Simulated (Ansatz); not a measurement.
# AlRu: the cost of one run

Method: DFT PBEsol, scalar-relativistic, plane waves, PAW, in Ansatz 0.2.0.

### 1 The starting structure

It takes space group Pm-3m (No. 221, cubic). The conventional cell has a = 2.976 Å, b = 2.976 Å, c = 2.976 Å, α = 90.00°, β = 90.00°, γ = 90.00°. Around Al (site symmetry m-3m) lie 8 Ru at 2.58 Å. Ru (site symmetry m-3m) is surrounded by 8 Al at 2.58 Å.

As a file:

```cif
data_structure
_symmetry_space_group_name_H-M 'P 1'
_symmetry_Int_Tables_number 1
_cell_length_a 2.9764
_cell_length_b 2.9764
_cell_length_c 2.9764
_cell_angle_alpha 90.000
_cell_angle_beta 90.000
_cell_angle_gamma 90.000
_cell_volume 26.37
loop_
_atom_site_label
_atom_site_type_symbol
_atom_site_fract_x
_atom_site_fract_y
_atom_site_fract_z
_atom_site_occupancy
Al1 Al 0.00000 0.00000 0.00000 1
Ru1 Ru 0.50000 0.50000 0.50000 1
```

It is the result of an earlier relaxation at this level (volume 13.18 Å³/atom; gap on the mesh: none (metal)).

### 2 Cutting the slab

Planes are indexed in the bulk's conventional cell (Pm-3m (No. 221)), a = 2.976 Å, b = 2.976 Å, c = 2.976 Å, α = 90.00°, β = 90.00°, γ = 90.00°.

A (100) slab, 7.4 Å thick as cut, with 17 Å of vacuum; its outer planes are Al (top) and Ru (bottom).

The slab as cut. Layers, bottom to top:

```csv
plane,atoms per cell,height over the lowest (Å)
1,Ru,0.00
2,Al,1.49
3,Ru,2.98
4,Al,4.46
5,Ru,5.95
6,Al,7.44
```

### 3 Relaxing the clean slab

Contents of input.yaml:

```yaml
crystal:
  lattice:
    - [2.9764078227, 0.0, 0.0]
    - [0.0, 2.9764078227, 0.0]
    - [0.0, 0.0, 24.4410195568]
  atoms:
    - { symbol: Ru, position: [0.5, 0.5, 0.3477759993] }
    - { symbol: Al, position: [0.0, 0.0, 0.4086655996] }
    - { symbol: Ru, position: [0.5, 0.5, 0.4695551999] }
    - { symbol: Al, position: [0.0, 0.0, 0.5304448001] }
    - { symbol: Ru, position: [0.5, 0.5, 0.5913344004] }
    - { symbol: Al, position: [0.0, 0.0, 0.6522240007] }
basis:
  ecutwfc: 420
kpoints:
  mp_grid: { grid: [10, 10, 1] }
hamiltonian:
  xc: pbesol
scf:
  occupations: { method: gaussian, width: 0.1 }
output:
  forces: true
  eigenvalues: true
  write_density: true
  write_potential: true
  elf: true
  volumetric_format: npy
relax:
  adjacent_minimum: "off"
  f_tol: 0.03
  max_steps: 70
  constraints: [{ sites: [0, 1, 2] }]
efield:
  axis: 3
  dipole_correction: true
  ramp_width: 0.04
```

On the command line:

```bash
ansatz run input.yaml --threads 1 --pin off --max-ram 2560MiB --backend cpu --events-out ev --progress --plain --runs-dir out
```

**Question.** How long does this run take on 1 thread of Intel Xeon at 2.70GHz, shared host, and how much memory does it need?

About 89 s, with a peak of 0.47 GiB.
